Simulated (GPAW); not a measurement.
WC (Qusongite):

```
W C
1.0
     2.90650    0.00000    0.00000
    -1.45325    2.51710    0.00000
     0.00000    0.00000    2.83660
W C
1 1
Direct
  0.00000 0.00000 0.00000
  0.66667 0.33333 0.50000
```

| Item | Value |
| --- | --- |
| Program | GPAW 26.7.0 |
| Task | relaxation of cell and atoms |
| Functional | PBEsol |
| Dispersion | D3(BJ) |
| Potentials or basis | PAW data sets generated in the run's folder for this functional |
| Cutoff | 800 eV |
| Basis | pw |
| k mesh | 9 × 9 × 8 |
| Occupations | fermi-dirac, width 0.05 eV |
| Spin | no spin polarisation |

At the start: pressure -10.9 GPa; volume 10.38 Å³/atom.

Question: Where does the relaxation end?

Answer: Over 4 steps the energy falls by 9.3 meV/atom and the volume is 10.10 Å³/atom (-2.7 %); space group P-6m2 (No. 187, to 0.05 Å).

The path:
```
step  energy change (eV)  largest force (eV/Å)  pressure (GPa)  volume (Å³)
   1              0.0000                0.0000          -10.93        20.75
   2             -0.0152                0.0000           -4.95        20.44
   3             -0.0186                0.0000            0.13        20.19
   4             -0.0186                0.0000            0.00        20.20
```

Final structure:
```
CELL_PARAMETERS angstrom
2.88081 0.00000 0.00000
-1.44040 2.49485 0.00000
0.00000 0.00000 2.81024
ATOMIC_POSITIONS crystal
W 0.00000 0.00000 0.00000
C 0.66667 0.33333 0.50000
```

Caveat: later steps reuse the first step's grids; pairwise dispersion overbinds metals, which lowers pressure and volume.
